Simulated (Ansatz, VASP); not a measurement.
# TePb in VASP and in Ansatz

```
Pb Te
1.0
     0.00000    3.27352    3.27352
     3.27352    0.00000    3.27352
     3.27352    3.27352    0.00000
Pb Te
1 1
Direct
  0.00000 0.00000 0.00000
  0.50000 0.50000 0.50000
```

Change from the starting cell: volume scaled by 1.04.

Alike in both runs: task single point; functional r2SCAN; k mesh 7 × 7 × 7; occupations fermi-dirac, width 0.05 eV; no spin polarisation.

|  | VASP | Ansatz |
| --- | --- | --- |
| version | VASP 6.6.1 | Ansatz 0.2.0 |
| potentials or method | VASP PAW PBE potentials, release 64 (Pb_d, Te) | Ansatz PAW |
| plane-wave cutoff (eV) | 520 | 500 |
| valence electrons in the cell | 20 | 30 |

VASP gave:

* gap on the k mesh at the Fermi level (eV): 1.33
* least direct gap on the mesh (eV): 1.33
* pressure (GPa): -0.3

**Question.** What did Ansatz give for the same quantities?

**Answer.** gap on the k mesh at the Fermi level (eV): 1.33; least direct gap on the mesh (eV): 1.33; pressure (GPa): -0.2.

The two sets of potentials don't hold the same shells in valence.

Caveats: the PAW data sets were made with another functional, which shifts forces and pressure a little (VASP); the PAW data sets come from PBE, with cores solved anew for the run's functional, which leaves a small shift of forces and pressure (Ansatz). Spin-orbit coupling is left out, which matters for the levels of Pb, Te.
